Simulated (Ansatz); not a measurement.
# W2COF MXene monolayer in a perpendicular field

Aim: how the W2COF MXene monolayer screens a field along its normal, and what the field does to its bands. A positive field points along +c.

Main program and level: Ansatz 0.2.0; plane-wave DFT, PBE-D3(BJ), Ansatz PAW.

## (1) Starting point

The cell holds 5 atoms: 1 F, 2 W, 1 C and 1 O. Its edges and angles: a = 3.125 Å, b = 3.125 Å, c = 40.001 Å, α = 90.0°, β = 90.0°, γ = 120.0°. Vacuum lies along c.

Coordinates:

```cif
data_structure
_symmetry_space_group_name_H-M 'P 1'
_symmetry_Int_Tables_number 1
_cell_length_a 3.1254
_cell_length_b 3.1254
_cell_length_c 40.0010
_cell_angle_alpha 90.000
_cell_angle_beta 90.000
_cell_angle_gamma 120.000
_cell_volume 338.39
loop_
_atom_site_label
_atom_site_type_symbol
_atom_site_fract_x
_atom_site_fract_y
_atom_site_fract_z
_atom_site_occupancy
F1 F 0.33333 0.66667 0.44374 1
W2 W 0.66667 0.33333 0.46688 1
C3 C 0.00000 0.00000 0.49771 1
W4 W 0.33333 0.66667 0.52854 1
O5 O 0.66667 0.33333 0.55626 1
```

## (2) Relaxation

The starting cell is a guess, so the in-plane lattice and the atoms are relaxed first, with the slab cut off from its images along the normal.

input.yaml

```yaml
crystal:
  lattice:
    - [3.125408, 0.0, 0.0]
    - [-1.562704, 2.7066827252, 0.0]
    - [0.0, 0.0, 40.0009932554]
  atoms:
    - { symbol: F, position: [0.3333333333, 0.6666666667, 0.4437389813] }
    - { symbol: W, position: [0.6666666667, 0.3333333333, 0.4668782751], spin: 1.0 }
    - { symbol: C, position: [0.0, 0.0, 0.4977075778] }
    - { symbol: W, position: [0.3333333333, 0.6666666667, 0.5285368805], spin: 1.0 }
    - { symbol: O, position: [0.6666666667, 0.3333333333, 0.5562610187] }
  periodic: [true, true, false]
magnetization:
  spin_polarized: true
kpoints:
  mp_grid: { grid: [12, 12, 1] }
hamiltonian:
  xc: pbe
  dispersion: d3bj
scf:
  occupations: { method: fermi_dirac, width: 0.05 }
  convergence: { dr2_threshold: 1.0e-09 }
relax:
  f_tol: 0.004
  max_steps: 90
  cell: {}
output:
  write_potential: true
  write_density: true
  volumetric_format: npy
```

Command:

```console
$ ansatz run input.yaml --threads 2 --pin off --max-ram 3072MiB --backend cpu --events-out ev --progress --plain --runs-dir out
```

Numbers of over 12 decimals in the logs are rounded to 6 here.

Output:

```text
Warning: relax.cell: scf.convergence.dr2_threshold = 1e-9 eV is looser than the 2.37779551206e-10 eV advised for a relaxation that steers and ends on the stress (1e-10 eV for each atom of the cell: 5, times the square of relax.cell.stress_2d_tol = 0.05 N/m over 14.5 Å (the atoms' height at the walk's start and 5 Å past either face), 3.448e-2 GPa, over a crystal's default 0.05). What an SCF threshold leaves in a stress goes as its square root, and in the free energy as the threshold itself, and one threshold admits the most on a small cell: [figures from the program's tests cut] Set scf.convergence.dr2_threshold to 2.37779551206e-10 eV or tighter. [rest of the remark cut]
Engine: ansatz 0.2.0, x86_64-unknown-linux-gnu
Pseudopotentials: kind: paw
Pseudopotential: F, paw, valence charge 7, recommended cutoff 420 eV (normal), F.paw.azcp
Pseudopotential: W, paw, valence charge 14, recommended cutoff 420 eV (normal), W.paw.azcp
Pseudopotential: C, paw, valence charge 4, recommended cutoff 420 eV (normal), C.paw.azcp
Pseudopotential: O, paw, valence charge 6, recommended cutoff 420 eV (normal), O.paw.azcp
Functional definition: PBE
  parameter kappa = 0.804
  parameter beta = 0.066725
  exchange = pbe_x(kappa = kappa, mu = beta*pi^2/3)
  correlation = pbe_c(beta = beta)
Crystal: 5 atoms, lattice volume = 338.388 Å³
Basis set: ecut = 420 eV, 6565 PW (Γ), exchange–correlation on 48×48×540 points (8 copies of the dense FFT grid, shifted against one another)
Bands: 29, of which v1, the nominal top of the filled ones, is band 23 counted from 1 (22 counted from 0)
Symmetry: 6 space group operations
Space group: P3m1 (ITA 156), of the structure as read, at distance tolerance 7.0e-5 Å
Magnetic group: BNS 156.49 (UNI 1279), of the structure as read, at distance tolerance 7.0e-5 Å
k-points: 19 of 144 (time reversal used)
Non-local potential: F, projectors of the file, l = 0: 2, l = 1: 2, l = 2: 1
Non-local potential: W, projectors of the file, l = 0: 3, l = 1: 2, l = 2: 2, l = 3: 1
Non-local potential: C, projectors of the file, l = 0: 2, l = 1: 2, l = 2: 1
Non-local potential: O, projectors of the file, l = 0: 2, l = 1: 2, l = 2: 1
PAW form: soft (Blöchl's): semilocal exchange-correlation on the pseudo side does not see the compensation charge
PAW one-centre angular grid: F, 110 points (default); XC on 64 Gauss nodes
PAW one-centre angular grid: W, 590 points (default); XC on 64 Gauss nodes
PAW one-centre angular grid: C, 110 points (default); XC on 64 Gauss nodes
PAW one-centre angular grid: O, 110 points (default); XC on 64 Gauss nodes
Initial density: superposition of atomic densities (neutral atoms: chi_scale 0, normalization atom)
Starting moments: Σ|m| = 2 μB on 2 of 5 sites
Initial wavefunctions: pseudopotential atomic-orbital guess
Functional: x = pbe(κ = 0.804, μ = 0.219515), c = pbe(β = 0.066725)
SCF iter   1: F=—  HF=-22398.481798 eV  |F-HF|=—  |Δ(HF+E_count)|=         —  Δρ=3.09e-2 (↑3.09e-2 ↓2.93e-2)  dr2=2.48e1  dr2_m=6.47e-2  M=1.218 μB ∫|m|=1.263 μB  β_m=0.30  ethr=3.10e-3  ⟨swp⟩=15.9  Hψ=8747  notcnv=0
Mixer restart at iter 1: flushing history
preconditioner: auto → LDOS  [metal: Δε(μ)=0.055 eV  Ē_g=10.573 eV  σ=0.050 eV  W_gap=0.27  n_scr=24 (ndim 8)  ℏωp=10.5 eV  f_vac=0.806  D(μ)=2.98/eV (n_scr^D=16)]
spin=Collinear: LDOS preconditioning applied to the charge; magnetization (m = ρ↑ − ρ↓) channel mixes plain (no charge-response kernel on spin).
SCF iter   2: F=—  HF=-22395.485090 eV  |F-HF|=—  |Δ(HF+E_count)|=    3.00e0  Δρ=1.77e-2 (↑1.77e-2 ↓1.68e-2)  dr2=9.24e0  dr2_m=3.40e-2  M=1.245 μB ∫|m|=1.295 μB  β_m=0.50  ethr=3.10e-3  ⟨swp⟩=4.4  Hψ=2831  notcnv=0  defer=14
SCF iter   3: F=—  HF=-22394.004571 eV  |F-HF|=—  |Δ(HF+E_count)|=    1.48e0  Δρ=3.68e-3 (↑3.68e-3 ↓3.37e-3)  dr2=6.02e-2  dr2_m=9.80e-3  M=1.291 μB ∫|m|=1.335 μB  β_m=0.57  ethr=3.10e-3  ⟨swp⟩=5.3  Hψ=3419  notcnv=0  defer=13
SCF iter   4: F=—  HF=-22394.049389 eV  |F-HF|=—  |Δ(HF+E_count)|=         —  Δρ=1.96e-3 (↑1.96e-3 ↓1.61e-3)  dr2=1.08e-2  dr2_m=5.66e-3  M=1.242 μB ∫|m|=1.278 μB  β_m=0.57  ethr=1.34e-4  ⟨swp⟩=5.4  Hψ=3286  notcnv=0  defer=11
SCF iter   5: F=—  HF=-22394.057458 eV  |F-HF|=—  |Δ(HF+E_count)|=   8.07e-3  Δρ=1.04e-3 (↑1.04e-3 ↓8.59e-4)  dr2=2.17e-3  dr2_m=2.15e-3  M=1.257 μB ∫|m|=1.289 μB  β_m=0.79  ethr=2.39e-5  ⟨swp⟩=4.5  Hψ=2516  notcnv=0  defer=11
SCF iter   6: F=—  HF=-22394.061268 eV  |F-HF|=—  |Δ(HF+E_count)|=   3.81e-3  Δρ=2.81e-4 (↑2.73e-4 ↓2.81e-4)  dr2=1.57e-4  dr2_m=2.09e-4  M=1.273 μB ∫|m|=1.301 μB  β_m=0.88  ethr=4.83e-6  ⟨swp⟩=4.7  Hψ=2951  notcnv=0  defer=12
SCF iter   7: F=—  HF=-22394.061406 eV  |F-HF|=—  |Δ(HF+E_count)|=   1.38e-4  Δρ=9.54e-5 (↑9.54e-5 ↓8.41e-5)  dr2=4.22e-5  dr2_m=1.84e-5  M=1.277 μB ∫|m|=1.303 μB  β_m=0.91  ethr=3.49e-7  ⟨swp⟩=4.0  Hψ=2941  notcnv=0  defer=11
SCF iter   8: F=—  HF=-22394.061425 eV  |F-HF|=—  |Δ(HF+E_count)|=   1.91e-5  Δρ=2.31e-5 (↑2.31e-5 ↓2.30e-5)  dr2=8.76e-6  dr2_m=8.04e-7  M=1.279 μB ∫|m|=1.305 μB  β_m=0.87  ethr=9.38e-8  ⟨swp⟩=3.5  Hψ=2691  notcnv=0  defer=11
SCF iter   9: F=—  HF=-22394.061427 eV  |F-HF|=—  |Δ(HF+E_count)|=   1.89e-6  Δρ=9.87e-6 (↑9.87e-6 ↓7.82e-6)  dr2=6.93e-7  dr2_m=1.47e-7  M=1.279 μB ∫|m|=1.305 μB  β_m=0.92  ethr=1.95e-8  ⟨swp⟩=3.6  Hψ=2329  notcnv=0  defer=11
SCF iter  10: F=—  HF=-22394.061428 eV  |F-HF|=—  |Δ(HF+E_count)|=   9.21e-7  Δρ=3.23e-6 (↑2.50e-6 ↓3.23e-6)  dr2=5.10e-8  dr2_m=1.20e-8  M=1.279 μB ∫|m|=1.305 μB  β_m=0.90  ethr=1.54e-9  ⟨swp⟩=3.8  Hψ=2720  notcnv=0  defer=11
SCF iter  11: F=—  HF=-22394.061428 eV  |F-HF|=—  |Δ(HF+E_count)|=   2.18e-7  Δρ=1.39e-6 (↑1.39e-6 ↓1.01e-6)  dr2=1.07e-8  dr2_m=1.23e-9  M=1.279 μB ∫|m|=1.305 μB  β_m=0.82  ethr=1.13e-10  ⟨swp⟩=3.5  Hψ=2572  notcnv=0  defer=11
SCF iter  12: F=—  HF=-22394.061428 eV  |F-HF|=—  |Δ(HF+E_count)|=   2.81e-8  Δρ=4.43e-7 (↑3.91e-7 ↓4.43e-7)  dr2=2.07e-9  dr2_m=1.24e-10  M=1.279 μB ∫|m|=1.305 μB  β_m=0.72  ethr=2.38e-11  ⟨swp⟩=3.6  Hψ=2496  notcnv=0  defer=11
SCF iter  13: F=-22394.061428 eV  HF=-22394.061428 eV  |F-HF|=3.93e-10  |Δ(HF+E_count)|=   4.14e-9  Δρ=1.23e-7 (↑8.78e-8 ↓1.23e-7)  dr2=1.70e-10  dr2_m=2.12e-11  M=1.279 μB ∫|m|=1.305 μB  ethr=2.22e-12  ⟨swp⟩=10.8  Hψ=9799  notcnv=0
SCF 1 converged in 13 iterations: F = -22394.061428 eV  dr2 = 1.70e-10
  greatest PAW one-centre occupation: 1.000 electrons in one spin orbital (limit 2), on the W atom at site 3 (counted from 0), in its partial waves of l = 0
[...]
relax step   8: F+E_penalty+E_count = -22396.55565025 eV  Δ(F+E_penalty+E_count) = +3.292e-6 eV  max|allowed force component| = 6.294e-3 eV/Å  Δτ_max = 0.0007 Å  P = +0.003 N/m  Ω = 342.770 Å³  energy of the carried Pulay correction = -2.493e-3 eV  fix = [c, alpha, beta]  reactions: c +0.000 N/m  (7 SCF iters, accepted)
relax step   9: F+E_penalty+E_count = -22396.55564724 eV  Δ(F+E_penalty+E_count) = +3.010e-6 eV  max|allowed force component| = 6.212e-4 eV/Å  Δτ_max = 0.0002 Å  P = -0.001 N/m  Ω = 342.779 Å³  energy of the carried Pulay correction = -2.498e-3 eV  fix = [c, alpha, beta]  reactions: c -0.000 N/m  (6 SCF iters, accepted)
relax step  10: F+E_penalty+E_count = -22396.55848193 eV  Δ(F+E_penalty+E_count) = -2.835e-3 eV  max|allowed force component| = 4.752e-4 eV/Å  Δτ_max = 0.0000 Å  P = +0.087 N/m  Ω = 342.779 Å³  fix = [c, alpha, beta]  reactions: c +0.000 N/m  stress off target by 8.74e-2 N/m on what of the cell is left free  SCF on the basis re-selected at this cell (its energy is not comparable with the rows above)  (6 SCF iters)
relax step  11: F+E_penalty+E_count = -22396.55838396 eV  Δ(F+E_penalty+E_count) = +9.797e-5 eV  max|allowed force component| = 1.696e-3 eV/Å  Δτ_max = 0.0006 Å  P = -0.005 N/m  Ω = 342.963 Å³  energy of the carried Pulay correction = -1.099e-4 eV  fix = [c, alpha, beta]  reactions: c -0.000 N/m  (7 SCF iters, accepted)
iter 1 solved again at ethr=1.55e-7 eV; its pass at ethr=3.10e-3 eV (dr2=6.97e-5 eV) is discarded
SCF iter   1: F=—  HF=-22396.558474 eV  |F-HF|=—  |Δ(HF+E_count)|=         —  Δρ=4.18e-6 (↑4.18e-6 ↓4.18e-6)  dr2=7.62e-9  dr2_m=1.17e-11  M=-0.000 μB ∫|m|=0.000 μB  β_m=0.65  ethr=1.55e-7  ⟨swp⟩=7.8  Hψ=15424  notcnv=0
eigensolver tolerance schedule: the retry pair's looser diagonalisation over-reported the residual by 9152.48 of it (diagonalisation noise at 0.84 of the residual, at the tolerance the schedule requests for it); recorded, not acted on — ethr = c·dr2/N_el stays at c = 1.0e-1
preconditioner: auto → LDOS  [metal: Δε(μ)=0.038 eV  Ē_g=10.606 eV  σ=0.050 eV  W_gap=0.18  n_scr=22 (ndim 8)  ℏωp=10.8 eV  f_vac=0.815  D(μ)=1.18/eV (n_scr^D=10)]
spin=Collinear: LDOS preconditioning applied to the charge; magnetization (m = ρ↑ − ρ↓) channel mixes plain (no charge-response kernel on spin).
SCF iter   2: F=—  HF=-22396.558429 eV  |F-HF|=—  |Δ(HF+E_count)|=   4.48e-5  Δρ=1.62e-6 (↑1.60e-6 ↓1.62e-6)  dr2=5.50e-9  dr2_m=3.28e-12  M=-0.000 μB ∫|m|=0.000 μB  β_m=0.48  ethr=1.69e-11  ⟨swp⟩=7.7  Hψ=5368  notcnv=0
SCF iter   3: F=—  HF=-22396.558440 eV  |F-HF|=—  |Δ(HF+E_count)|=   1.04e-5  Δρ=1.05e-6 (↑1.05e-6 ↓1.04e-6)  dr2=8.83e-10  dr2_m=1.78e-12  M=-0.000 μB ∫|m|=0.000 μB  β_m=0.53  ethr=1.22e-11  ⟨swp⟩=3.1  Hψ=1956  notcnv=0
SCF iter   4: F=-22396.558457 eV  HF=-22396.558452 eV  |F-HF|=4.47e-6  |Δ(HF+E_count)|=   1.29e-5  Δρ=3.91e-7 (↑3.90e-7 ↓3.91e-7)  dr2=2.62e-10  dr2_m=5.61e-13  M=-0.000 μB ∫|m|=0.000 μB  ethr=1.96e-12  ⟨swp⟩=16.4  Hψ=11054  notcnv=0
the starting moments were not kept: the SCF closed with an absolute magnetisation of 1.1e-6 μB, where they sum to 2 μB in size (2 sites). That is at most 0.1 of that sum. Measured as dr2_m measures the in/out step, that magnetisation stands 1.8e-13 eV from none, at or under the dr2_threshold of 1.0e-9 eV: it is no larger than a step whose dr2_m would equal this threshold.
SCF 12 converged in 4 iterations: F = -22396.558457 eV  dr2 = 2.62e-10
relax step  12: F+E_penalty+E_count = -22396.55845688 eV  Δ(F+E_penalty+E_count) = -7.292e-5 eV  max|allowed force component| = 1.692e-3 eV/Å  Δτ_max = 0.0000 Å  P = -0.004 N/m  Ω = 342.963 Å³  fix = [c, alpha, beta]  reactions: c -0.000 N/m  stress off target by 4.34e-3 N/m on what of the cell is left free  SCF on the basis re-selected at this cell (its energy is not comparable with the rows above)  (4 SCF iters)
basis re-selected at this cell: Δ(F+E_penalty+E_count) = -7.292e-5 eV, ΔP = +0.000 N/m vs the last step (what re-selecting the basis moved, of the pressure what is left beyond the Pulay correction that the steps carried, after the strain that the cell walked since its last selection, with what the two solves' SCF thresholds leave and, on support functions, any second-order correction that the steps lacked; it is no m [...]
WARN: The output density's exchange-correlation potential varies sharply where the density is thin. Do not read a vacuum level from v_tot or v_xc, or from such a field of the output density. On a cell that repeats whose density bears no net charge and no dipole along the vacuum's axis use v_es (v_loc + v_h of the components); under efield.dipole_correction with no amplitude use v_es + v_field, which holds any externa [...]
SCF converged after 4 iterations
Magnetization: -0.0000 μB (22.5000 up, 22.5000 down)
Absolute magnetization: 0.0000 μB (∫|ρ↑−ρ↓|, with the PAW one-centre terms)
Spin contamination: 0.0000 ħ² per cell (⟨S²⟩ above its minimum at these occupations)
Per-site moments (μB) at R_I (Å): [(1.6051444326189342e-8, 0.967576), (-2.3475925802404465e-7, 0.834200), (1.338897755190124e-7, 0.834200), (-7.504698808082164e-8, 0.871814), (1.8579160820082403e-7, 0.871814)]
Free energy (F): -22396.558457 eV
Harris-Foulkes:  -22396.558452 eV  (|F-HF|=4.47e-6)
Internal energy: -22396.548990 eV  (E = F + TS)
E sigma→0 (E₀):  -22396.553723 eV
Entropy (-TS):   -0.009467 eV (-1.893 meV/atom)
Fermi energy:    -5.307859 eV
--- Per-component energies (eV) ---
  E_band       = -1253.526434
  E_kinetic    = 1375.894303
  E_local      = -177255.428217  (includes V_loc(G=0)·N_el)
  E_nonlocal   = 150.001048
  E_hartree    = 87784.187004
  E_xc         = -736.009533
  E_vxc        = -734.214039  (∫ρ·V_xc dr)
  E_paw        = -17582.497932  (= ΣΔE_a)
  E_vpaw       = -358.159305  (= ΣTr[D̂ρ^β])
  E_aug_tail   = 0.004414  (compensation charges beyond the density's cutoff)
  E_ewald      = 83868.396865
  E_disp       = -1.096941  (pairwise vdW)
  E_smearing   = -0.009467  (= −TS)
  E_closure    = -0.000000  (closes the sum)
  Σ components = -22396.558457   (vs F -22396.558457, Δ=0.00e0)
--- Forces (eV/Å), atoms counted from 1 ---
  atom   1  F      0.00000000    -0.00000000     0.00169208
  atom   2  W      0.00000000    -0.00000000    -0.00155127
  atom   3  C      0.00000000     0.00000000    -0.00125124
  atom   4  W      0.00000000     0.00000000     0.00139450
  atom   5  O      0.00000000    -0.00000000    -0.00028263
  max |Σ_I F_I| component: 1.45e-6 eV/Å
--- 2D stress c σ (N/m, compression-positive) ---
       -0.004336       0.000000      -0.000000
       -0.000000      -0.004336       0.000000
       -0.000000       0.000000      -0.000000
  P = ½ c Tr σ = -0.0043 N/m
--- Band table (eV; the first three rows and the last of 38) ---
  k-point 0 ↑: bands = [... 19 lower, -9.4605, -7.9076, -7.9076, -5.9372, -4.4974, -4.1246, -4.1246, -3.6230, ... 2 higher]
  k-point 1 ↑: bands = [... 19 lower, -9.2914, -7.9375, -7.7503, -5.9839, -4.4551, -4.0473, -3.9111, -3.7552, ... 2 higher]
  k-point 2 ↑: bands = [... 19 lower, -9.2940, -7.9936, -7.3325, -6.1074, -4.3033, -3.9535, -3.8293, -3.3810, ... 2 higher]
  k-point 18 ↓: bands = [... 19 lower, -10.1816, -6.8110, -6.7101, -6.2518, -4.3316, -3.0855, -3.0850, -1.5810, ... 2 higher]
  the weakly bound empty levels are not read free of the cell's end (no_gap_told)
--- Relaxed structure (10 steps of the walk, 10 accepted, 2 SCFs on fresh bases) ---
  F+E_penalty+E_count = -22396.55845688 eV   max|allowed force component| = 1.692e-3 eV/Å   (the final SCF, on the basis selected at the relaxed cell)
  cell:  # Å, volume = 342.9627 Å³
    - [3.146464, 0, 0]
    - [-1.573232, 2.724918, 0]
    - [0, 0, 40.0009932554]
  atoms:
    - { symbol: F, position: [0.333333, 0.666667, 0.438090] }
    - { symbol: W, position: [0.666667, 0.333333, 0.475186] }
    - { symbol: C, position: [0, 0, 0.497401] }
    - { symbol: W, position: [0.333333, 0.666667, 0.527721] }
    - { symbol: O, position: [0.666667, 0.333333, 0.554724] }
```

Elapsed: 2.3 min, on 2 threads of Intel Xeon 6975P-C (Granite Rapids), shared host; peak memory 0.83 GiB; 4.6 min of CPU time.

Step by step:

| step | energy less that of the first step (eV) | largest force component (eV/Å) | volume (Å³) |
| --- | --- | --- | --- |
| 1 | 0.0000 | 7.9673 | 338.39 |
| 2 | -1.8936 | 5.5665 | 338.39 |
| 3 | -2.2503 | 3.7804 | 340.35 |
| 4 | -2.4787 | 0.5837 | 346.38 |
| 5 | -2.4934 | 0.0854 | 343.43 |
| 6 | -2.4942 | 0.0135 | 342.81 |
| 7 | -2.4942 | 0.0074 | 342.76 |
| 8 | -2.4942 | 0.0063 | 342.77 |
| 9 | -2.4942 | 0.0006 | 342.78 |
| 10* | -2.4971 | 0.0005 | 342.78 |
| 11 | -2.4970 | 0.0017 | 342.96 |
| 12* | -2.4970 | 0.0017 | 342.96 |

Relaxation steps marked * repeat the geometry before them on a plane-wave basis chosen anew for their cell, so energy and pressure can jump there.

The run keeps the 6 symmetry operations that it works with, so distortions that break them were not tested.

| cell as run | before | after | change |
| --- | --- | --- | --- |
| a (Å) | 3.125 | 3.146 | +0.7 % |
| b (Å) | 3.125 | 3.146 | +0.7 % |

The atoms that moved most (Å, along periodic axes as changes of fractional coordinates times the final cell, across vacuum about the mean position):

| atom | dx | dy | dz | length |
| --- | --- | --- | --- | --- |
| W2 | 0.000 | 0.000 | 0.332 | 0.332 |
| F1 | 0.000 | 0.000 | -0.226 | 0.226 |
| O5 | 0.000 | 0.000 | -0.061 | 0.061 |
| W4 | 0.000 | 0.000 | -0.033 | 0.033 |
| C3 | 0.000 | 0.000 | -0.012 | 0.012 |

Final coordinates:

```xyz
5
Lattice="3.1465 0.0000 0.0000 -1.5732 2.7249 0.0000 0.0000 0.0000 40.0010" Properties=species:S:1:pos:R:3
F     0.0000    1.8166   17.5240
W     1.5732    0.9083   19.0079
C     0.0000    0.0000   19.8965
W     0.0000    1.8166   21.1094
O     1.5732    0.9083   22.1895
```

Numbers from this step:

```
energy at zero smearing : -22396.5537 eV
```

The lattice constant a goes from 3.125 to 3.146 Å.

(Continued in part 2 of 2.)

[Logs are printed without paths, hosts, clocks, repeated set-up lines and the standing remarks that a program may print on its own settings, such as how far it seeks lower states.]

[Hosts, paths, dates, database ids (printed as entryN), source tags and the programs' standing remarks are cut or masked in the printed files.]

[Maps of the electrostatic potential energy from Ansatz leave out the sawtooth potential of an applied field or a dipole correction, so their vacuum need not be flat; planar profiles and work functions include it.]
